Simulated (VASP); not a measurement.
# C in VASP: a series of runs

The runs below take C through single point, with PBEsol.

Everything below comes from runs of VASP 6.6.1. Logs are shortened: lines on timing, memory, paths and dates and some standing lists are left out, and cuts for length are marked.

## (1) The slab as given

The cell holds a slab with vacuum, 2 atoms: a = 2.459 Å, b = 2.459 Å, c = 23.800 Å, α = 90.00°, β = 90.00°, γ = 120.00°.

The cell was built by a generator and needn't be a form met in nature.

## (2) Single point, PBEsol

INCAR

```
SYSTEM = C
PREC     = Accurate       ! precision mode
ENCUT    = 520            ! plane-wave cutoff, eV
EDIFF    = 1E-6           ! SCF threshold, eV
ISMEAR   = 0              ! smearing method
SIGMA    = 0.1            ! smearing width, eV
LREAL    = .False.        ! projectors in reciprocal space
LASPH    = .True.         ! aspherical terms in the spheres
NELM     = 100            ! most SCF steps
ALGO     = Normal         ! electronic algorithm
ISIF     = 2              ! what is computed and relaxed
LWAVE    = .False.        ! write WAVECAR
LCHARG   = .True.         ! write CHGCAR
LDIPOL   = .True.       
IDIPOL   = 3            
DIPOL    = 0.5 0.5 0.378
GGA      = PS             ! functional
LELF     = .True.         ! ELF
LVHAR    = .True.       
LVACPOTAV= .True.       
NBANDS   = 11             ! bands
```

KPOINTS

```
regular mesh
0
Gamma
  18 18 1
  0 0 0
```

POSCAR

```
C
1.0
    2.4588430829      0.0000000000      0.0000000000
   -1.2294215414      2.1294205737      0.0000000000
    0.0000000000      0.0000000000     23.8000000000
C
2
Direct
    0.3333333333      0.6666666667      0.3781512605
    0.6666666667      0.3333333333      0.3781512605
```

Potentials or basis: VASP PAW PBE potentials, release 64 (C).

Run with:

```
cat potpaw_PBE.64/C/POTCAR > POTCAR
mpirun -np 1 vasp_std > vasp.out
```

OUTCAR:

```text
SYSTEM = C
   PREC = Accurate
   ENCUT = 520
   EDIFF = 1E-6
   ISMEAR = 0
   LREAL = .False.
   LASPH = .True.
   NELM = 100
   ISIF = 2
   GGA = PS

 ion  position               nearest neighbor table
   1  0.333  0.667  0.378-   2 1.42   2 1.42   2 1.42
   2  0.667  0.333  0.378-   1 1.42   1 1.42   1 1.42

  LATTYP: Found a hexagonal cell.
 ALAT       =     2.4588430829
 C/A-ratio  =     9.6793488635

  Lattice vectors:

 A1 = (   2.4588430829,   0.0000000000,   0.0000000000)
 A2 = (  -1.2294215414,   2.1294205737,   0.0000000000)
 A3 = (   0.0000000000,   0.0000000000,  23.8000000000)

Analysis of symmetry for initial positions (statically):
=====================================================================
 Subroutine PRICEL returns:
 Original cell was already a primitive cell.

 Routine SETGRP: Setting up the symmetry group for a
 hexagonal supercell.

 Subroutine GETGRP returns: Found 24 space group operations
 (whereof 12 operations were pure point group operations)
 out of a pool of 24 trial point group operations.

The static configuration has the point symmetry C_6v.
 The point group associated with its full space group is D_6h.

Analysis of symmetry for dynamics (positions and initial velocities):
=====================================================================
 Subroutine PRICEL returns:
 Original cell was already a primitive cell.

 Routine SETGRP: Setting up the symmetry group for a
 hexagonal supercell.

 Subroutine GETGRP returns: Found 24 space group operations
 (whereof 12 operations were pure point group operations)
 out of a pool of 24 trial point group operations.

The dynamic configuration has the point symmetry C_6v.
 The point group associated with its full space group is D_6h.

 Subroutine INISYM returns: Found 24 space group operations
 (whereof 12 operations are pure point group operations),
 and found     1 'primitive' translations

----------------------------------------------------------------------------------------

                                     Primitive cell

  volume of cell :     124.6147

  direct lattice vectors                    reciprocal lattice vectors
     2.458843083  0.000000000  0.000000000     0.406695330  0.234805658  0.000000000
[... 96 lines left out ...]
   PSTRESS=    0.0 pullay stress
   NELECT =       8.0000    total number of electrons
   NUPDOWN=      -1.0000    fix difference up-down
   EMIN   =  10.00;   EMAX   =-10.00  energy-range for DOS
   EFERMI =   0.00;   METHOD = LEGACY
   ISMEAR =     0;   SIGMA  =   0.10  broadening in eV -4-tet -1-fermi 0-gaus
   EFERMI_NEDOS =   21; number of points for ismear=-14 and -15
   IALGO  =     38    algorithm
   IMIX   =      4    mixing-type and parameters
     AMIX     =   0.40;   BMIX     =  1.00
     AMIX_MAG =   1.60;   BMIX_MAG =  1.00
  volume/ion in A,a.u.               =      62.31       420.47
  Fermi-wavevector in a.u.,A,eV,Ry     =   0.655514  1.238741  5.846399  0.429698
  Thomas-Fermi vector in A             =   1.726413
   LORBIT       =      0    0 simple, 1 ext, 2 COOP (PROOUT), +10 PAW based schemes
   GGA     = PS    functional components
   LHFCALC =     F    Hartree Fock is set to
   AEXX    =    0.0000 exact exchange contribution
   IVDW    =     0    specifies the selected vdW correction
   LEPSILON=     F    determine dielectric tensor
   LRPA    =     F    only Hartree local field effects (RPA)
 non-spin polarized calculation
 Gauss-broadening in eV      SIGMA  =   0.10
  energy-cutoff  :      520.00
  volume of cell :      124.61
 maximum number of plane-waves:      3410
   NGX =  9   NGY =  9   NGZ = 89

 dipolmoment           0.000000      0.000000     -0.000000 electrons x Angstroem

 number of electron       7.9999997 magnetization

 dipolmoment           0.000000      0.000000      0.000000 electrons x Angstroem

 Free energy of the ion-electron system (eV)
  ---------------------------------------------------
  ext. energy  EPLUGINS =         0.00000000
  ---------------------------------------------------
  free energy    TOTEN  =       -19.28259849 eV

  energy without entropy =      -19.28190196  energy(sigma->0) =      -19.28225023

 E-fermi :  -3.0351     XC(G=0):  -1.8288

 val. band max:       -3.0350918896   @ k =   0.3333   0.3333   0.0000
 cond. band min:      -3.0350918855   @ k =   0.3333   0.3333   0.0000
 fundamental gap:      0.0000000041
 Fermi energy:        -3.0350918874

 k-point     1 :       0.0000    0.0000    0.0000
  band No.  band energies     occupation
      1     -22.5892      2.00000
      2     -10.7426      2.00000
      3      -6.0380      2.00000
      4      -6.0380      2.00000
      5       0.3421      0.00000
      6       1.1175      0.00000
      7       1.3446      0.00000
      8       1.9492      0.00000
      9       2.2834      0.00000
     10       3.4047      0.00000
     11       3.8359      0.00000
[... 309 lines left out ...]
 k-point    24 :       0.3889    0.1111    0.0000
  band No.  band energies     occupation
      1     -17.8659      2.00000
      2     -15.2588      2.00000
      3     -10.2915      2.00000
      4      -5.5932      2.00000
      5      -0.9037      0.00000
      6       5.6676      0.00000
      7       6.9484      0.00000
      8       7.7518      0.00000
      9       8.1916      0.00000
     10       8.6754      0.00000
     11       9.0712      0.00000

 [... further k-points ...]

------------------------ aborting loop because EDIFF is reached ----------------------------------------

  FORCE on cell =-STRESS in cart. coord.  units (eV):
  Direction    XX          YY          ZZ          XY          YZ          ZX
  --------------------------------------------------------------------------------------
  -------------------------------------------------------------------------------------
  Total        0.1140328      0.1140328     -0.0104205      0.0000000      0.0000000     -0.0000000
  in kB        1.4661252      1.4661252     -0.1339765      0.0000000      0.0000000     -0.0000000
  external PRESSURE =       0.9327580 kB  Pullay stress =       0.0000000 kB

 VOLUME and BASIS-vectors are now :
 -----------------------------------------------------------------------------
  energy-cutoff  :      520.00
  volume of cell :      124.61
      direct lattice vectors                 reciprocal lattice vectors
     2.458843083  0.000000000  0.000000000     0.406695330  0.234805658  0.000000000
    -1.229421541  2.129420574  0.000000000     0.000000000  0.469611317  0.000000000
     0.000000000  0.000000000 23.800000000     0.000000000  0.000000000  0.042016807

 POSITION                                       TOTAL-FORCE (eV/Angst)
 -----------------------------------------------------------------------------------
     -0.00000      1.41961      9.00000         0.000000      0.000000     -0.000000
      1.22942      0.70981      9.00000         0.000000      0.000000      0.000000
 -----------------------------------------------------------------------------------
    total drift:                               -0.000000     -0.000000      0.000002

  FREE ENERGIE OF THE ION-ELECTRON SYSTEM (eV)
  ---------------------------------------------------
  free  energy   TOTEN  =       -19.2825984904 eV

  energy  without entropy=      -19.2819019601  energy(sigma->0) =      -19.28225023

 vacuum level on the upper side and lower side of the slab         1.271         1.271
```

OSZICAR:

```text
N       E                     dE             d eps       ncg     rms          rms(c)
DAV:   1     0.543851349087E+02    0.54385E+02   -0.32092E+03   854   0.510E+02
[... 11 lines left out ...]
DAV:  13    -0.192818433084E+02   -0.33903E-03   -0.21299E-05  1075   0.220E-02    0.780E-03
DAV:  14    -0.192824115797E+02   -0.56827E-03   -0.68776E-05   938   0.280E-02    0.665E-03
DAV:  15    -0.192825652768E+02   -0.15370E-03   -0.11608E-05   944   0.111E-02    0.335E-03
DAV:  16    -0.192825815792E+02   -0.16302E-04   -0.76285E-07   976   0.356E-03    0.186E-03
DAV:  17    -0.192825961719E+02   -0.14593E-04   -0.22393E-07   946   0.206E-03    0.284E-04
DAV:  18    -0.192825975801E+02   -0.14082E-05   -0.70596E-09  1022   0.446E-04    0.172E-04
DAV:  19    -0.192825984904E+02   -0.91031E-06   -0.10114E-08   901   0.300E-04
   1 F= -.19282598E+02 E0= -.19282250E+02  d E =-.696530E-03
```

It took 47 s on 1 thread of Intel Xeon 6975P-C (Granite Rapids), shared host; peak memory 0.22 GiB.

Results:

* Free energy: -19.2826 eV
* Band gap on the k mesh: none (metal or under the smearing width)
* Work function of the upper face: 4.31 eV
* Work function of the lower face: 4.31 eV

Levels at points of the mesh, in eV from the Fermi level:
```tsv
k point	band 1	band 2	band 3	band 4	band 5	band 6	band 7	band 8
(0.00, 0.00, 0.00)	-19.55	-7.71	-3.00	-3.00	3.38	4.15	4.38	4.98
(0.50, 0.00, 0.00)	-14.24	-13.29	-6.43	-2.38	1.66	7.43	11.26	11.40
```

Caveat: the PAW data sets were made with another functional, which shifts forces and pressure a little.

## (3) Single point, PBEsol

This run uses another cell than the first one, of 47.74 Å³/atom, 0.766 times its volume.

INCAR

```
ALGO     = Fast           # electronic algorithm
DIPOL    = 0.5 0.5 0.500
EDIFF    = 1E-6           # SCF threshold, eV
ENCUT    = 520            # plane-wave cutoff, eV
GGA      = PS             # functional
IDIPOL   = 3            
ISIF     = 2              # what is computed and relaxed
ISMEAR   = 0              # smearing method
LASPH    = True           # aspherical terms in the spheres
LCHARG   = False          # write CHGCAR
LDIPOL   = True         
LREAL    = False          # projectors in reciprocal space
LWAVE    = False          # write WAVECAR
NBANDS   = 11             # bands
NELM     = 100            # most SCF steps
PREC     = Accurate       # precision mode
SIGMA    = 0.1            # smearing width, eV
```

KPOINTS

```
k-points
0
Gamma
  18 18 1
```

POSCAR

```
C
1.0
    2.4747540000      0.0000000000      0.0000000000
   -1.2373770000      2.1432000000      0.0000000000
    0.0000000000      0.0000000000     18.0000000000
C
2
Direct
    0.3333333300      0.6666666700      0.5000000000
    0.6666666700      0.3333333300      0.5000000000
```

Potentials or basis: VASP PAW PBE potentials, release 64 (C).

Run with:

```
cat potpaw_PBE.64/C/POTCAR > POTCAR
mpirun -np 1 vasp_std > vasp.out
```

Wall time 36 s (1 thread of Intel Xeon 6975P-C (Granite Rapids), shared host); peak memory 0.19 GiB.

Results (log left out):

* Free energy: -19.2785 eV
* Band gap on the k mesh: none (metal or under the smearing width)

Levels at points of the mesh, in eV from the Fermi level:
```csv
k point,band 1,band 2,band 3,band 4,band 5,band 6,band 7,band 8,band 9
"(0.00, 0.00, 0.00)",-19.40,-7.58,-3.01,-3.01,3.43,4.26,4.60,5.85,6.34
"(0.50, 0.00, 0.00)",-14.17,-13.17,-6.37,-2.34,1.65,7.24,11.21,11.35,12.06
```

Caveat: the PAW data sets were made with another functional, which shifts forces and pressure a little.

## (4) Single point, PBEsol

INCAR

```
SYSTEM = C
ALGO = Fast ; DIPOL = 0.5 0.5 0.378
EDIFF = 1E-7 ; ENCUT = 520
GGA = PS ; IDIPOL = 3
ISIF = 2 ; ISMEAR = 0
LASPH = .TRUE. ; LCHARG = .FALSE.
LDIPOL = .TRUE. ; LREAL = .FALSE.
LWAVE = .FALSE. ; NBANDS = 11
NELM = 100 ; PREC = Accurate
SIGMA = 0.1
```

KPOINTS

```
k-points
0
G
  18 18 1
  0 0 0
```

POSCAR

```
C
1.0
    2.4588430829      0.0000000000      0.0000000000
   -1.2294215414      2.1294205737      0.0000000000
    0.0000000000      0.0000000000     23.8000000000
C
2
Direct
    0.3333333333      0.6666666667      0.3781512605
    0.6666666667      0.3333333333      0.3781512605
```

Potentials or basis: VASP PAW PBE potentials, release 64 (C).

Run with:

```
cat potpaw_PBE.64/C/POTCAR > POTCAR
mpirun -np 1 vasp_std > vasp.out
```

OUTCAR:

```text
SYSTEM = C
   EDIFF = 1E-7
   ENCUT = 520
   GGA = PS
   ISIF = 2
   ISMEAR = 0
   LASPH = .TRUE.
   LREAL = .FALSE.
   NELM = 100
   PREC = Accurate

 ion  position               nearest neighbor table
   1  0.333  0.667  0.378-   2 1.42   2 1.42   2 1.42
   2  0.667  0.333  0.378-   1 1.42   1 1.42   1 1.42

  LATTYP: Found a hexagonal cell.
 ALAT       =     2.4588430829
 C/A-ratio  =     9.6793488635

  Lattice vectors:

 A1 = (   2.4588430829,   0.0000000000,   0.0000000000)
 A2 = (  -1.2294215414,   2.1294205737,   0.0000000000)
 A3 = (   0.0000000000,   0.0000000000,  23.8000000000)

Analysis of symmetry for initial positions (statically):
=====================================================================
 Subroutine PRICEL returns:
 Original cell was already a primitive cell.

 Routine SETGRP: Setting up the symmetry group for a
 hexagonal supercell.

 Subroutine GETGRP returns: Found 24 space group operations
 (whereof 12 operations were pure point group operations)
 out of a pool of 24 trial point group operations.

The static configuration has the point symmetry C_6v.
 The point group associated with its full space group is D_6h.

Analysis of symmetry for dynamics (positions and initial velocities):
=====================================================================
 Subroutine PRICEL returns:
 Original cell was already a primitive cell.

 Routine SETGRP: Setting up the symmetry group for a
 hexagonal supercell.

 Subroutine GETGRP returns: Found 24 space group operations
 (whereof 12 operations were pure point group operations)
 out of a pool of 24 trial point group operations.

The dynamic configuration has the point symmetry C_6v.
 The point group associated with its full space group is D_6h.

 Subroutine INISYM returns: Found 24 space group operations
 (whereof 12 operations are pure point group operations),
 and found     1 'primitive' translations

----------------------------------------------------------------------------------------

                                     Primitive cell

  volume of cell :     124.6147

[... 132 lines left out ...]

 Free energy of the ion-electron system (eV)
  ---------------------------------------------------
  ext. energy  EPLUGINS =         0.00000000
  ---------------------------------------------------
  free energy    TOTEN  =       -19.28259859 eV

  energy without entropy =      -19.28190206  energy(sigma->0) =      -19.28225032

 E-fermi :  -3.0351     XC(G=0):  -1.8178

 val. band max:       -3.0351079340   @ k =   0.3333   0.3333   0.0000
 cond. band min:      -3.0351079299   @ k =   0.3333   0.3333   0.0000
 fundamental gap:      0.0000000040
 Fermi energy:        -3.0351079314

 k-point     1 :       0.0000    0.0000    0.0000
  band No.  band energies     occupation
      1     -22.5892      2.00000
      2     -10.7427      2.00000
      3      -6.0381      2.00000
      4      -6.0381      2.00000
      5       0.3435      0.00000
      6       1.1228      0.00000
      7       1.3646      0.00000
      8       1.9689      0.00000
      9       2.2886      0.00000
     10       5.3042      0.00000
     11       5.3043      0.00000
[... 309 lines left out ...]
 k-point    24 :       0.3889    0.1111    0.0000
  band No.  band energies     occupation
      1     -17.8660      2.00000
      2     -15.2588      2.00000
      3     -10.2915      2.00000
      4      -5.5932      2.00000
      5      -0.9037      0.00000
      6       5.6676      0.00000
      7       6.9493      0.00000
      8       7.7550      0.00000
      9       8.2114      0.00000
     10       8.6937      0.00000
     11      10.2123      0.00000

 [... further k-points ...]

------------------------ aborting loop because EDIFF is reached ----------------------------------------

 vacuum level on the upper side and lower side of the slab       (xc-potential included)        -0.010        -0.010

  FORCE on cell =-STRESS in cart. coord.  units (eV):
  Direction    XX          YY          ZZ          XY          YZ          ZX
  --------------------------------------------------------------------------------------
  -------------------------------------------------------------------------------------
  Total        0.1140628      0.1140628     -0.0103139      0.0000000      0.0000000     -0.0000000
  in kB        1.4665116      1.4665116     -0.1326066      0.0000000      0.0000000     -0.0000000
  external PRESSURE =       0.9334722 kB  Pullay stress =       0.0000000 kB

 VOLUME and BASIS-vectors are now :
 -----------------------------------------------------------------------------
  energy-cutoff  :      520.00
  volume of cell :      124.61
      direct lattice vectors                 reciprocal lattice vectors
     2.458843083  0.000000000  0.000000000     0.406695330  0.234805658  0.000000000
    -1.229421541  2.129420574  0.000000000     0.000000000  0.469611317  0.000000000
     0.000000000  0.000000000 23.800000000     0.000000000  0.000000000  0.042016807

 POSITION                                       TOTAL-FORCE (eV/Angst)
 -----------------------------------------------------------------------------------
     -0.00000      1.41961      9.00000         0.000000      0.000000      0.000000
      1.22942      0.70981      9.00000         0.000000     -0.000000     -0.000000
 -----------------------------------------------------------------------------------
    total drift:                               -0.000000     -0.000000      0.000000

  FREE ENERGIE OF THE ION-ELECTRON SYSTEM (eV)
  ---------------------------------------------------
  free  energy   TOTEN  =       -19.2825985888 eV

  energy  without entropy=      -19.2819020584  energy(sigma->0) =      -19.28225032

 vacuum level on the upper side and lower side of the slab         1.257         1.257
```

Wall time 53 s (1 thread of Intel Xeon 6975P-C (Granite Rapids), shared host); peak memory 0.22 GiB.

Results:

* Free energy: -19.2826 eV
* Band gap on the k mesh: none (metal or under the smearing width)

Levels at points of the mesh, in eV from the Fermi level:
```csv
k point,band 1,band 2,band 3,band 4,band 5,band 6,band 7,band 8
"(0.00, 0.00, 0.00)",-19.55,-7.71,-3.00,-3.00,3.38,4.16,4.40,5.00
"(0.50, 0.00, 0.00)",-14.24,-13.29,-6.43,-2.38,1.66,7.43,11.26,11.40
```

Caveat: the PAW data sets were made with another functional, which shifts forces and pressure a little.

## (5) Single point, PBEsol

INCAR

```
SYSTEM = C
  ALGO = Normal
  DIPOL = 0.5 0.5 0.378
  EDIFF = 1E-7
  ENCUT = 520
  GGA = PS
  IDIPOL = 3
  ISIF = 2
  ISMEAR = 0
  LASPH = .True.
  LCHARG = .False.
  LDIPOL = .True.
  LREAL = .False.
  LWAVE = .False.
  NBANDS = 11
  NELM = 100
  PREC = Accurate
  SIGMA = 0.1
```

KPOINTS

```
k-points
0
Gamma
  18 18 1
  0 0 0
```

POSCAR is that of step 4.

Run with:

```
cat potpaw_PBE.64/C/POTCAR > POTCAR
mpirun -np 1 vasp_std > vasp.out
```

Run time: 62 s. Hardware: 1 thread of Intel Xeon 6975P-C (Granite Rapids), shared host; peak memory 0.22 GiB.

The run converged. Its results:

```yaml
Free_energy: -19.2826 eV
Band_gap_on_the_k_mesh: none (metal or under the smearing width)
```

Levels at points of the mesh, in eV from the Fermi level:
```csv
k point,band 2,band 3,band 4,band 5,band 6,band 7
"(0.00, 0.00, 0.00)",-7.71,-3.00,-3.00,3.38,4.16,4.40
"(0.50, 0.00, 0.00)",-13.29,-6.43,-2.38,1.66,7.43,11.26
```

Caveat: the PAW data sets were made with another functional, which shifts forces and pressure a little.
